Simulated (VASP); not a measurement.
TiO2 (Rutile):

```
CELL_PARAMETERS angstrom
4.59220 0.00000 0.00000
0.00000 4.59220 0.00000
0.00000 0.00000 2.95740
ATOMIC_POSITIONS crystal
Ti 0.00000 0.00000 0.00000
Ti 0.50000 0.50000 0.50000
O 0.30496 0.30496 0.00000
O 0.19504 0.80496 0.50000
O 0.69504 0.69504 0.00000
O 0.80496 0.19504 0.50000
```

Program: VASP 6.6.1. Alike in all runs: task single point; no spin polarisation; cell as given; k mesh 5 × 5 × 8; cutoff (eV) 520; smearing fermi-dirac 0.02 eV.

Q: Order these runs on this cell by their pressure, lowest first.
A. level r2SCAN; potentials or basis VASP PAW PBE potentials, release 64 (Ti_sv, O)
B. level LDA; potentials or basis VASP PAW LDA potentials, release 64 (Ti_sv, O)
C. level PBEsol; potentials or basis VASP PAW PBE potentials, release 64 (Ti_sv, O)

A: B (-6.8 GPa), C (-1.0 GPa), A (1.5 GPa).

Caveats: the PAW data sets were made with another functional, which shifts forces and pressure a little (some runs).

Runs at the PBE level aren't shown here.
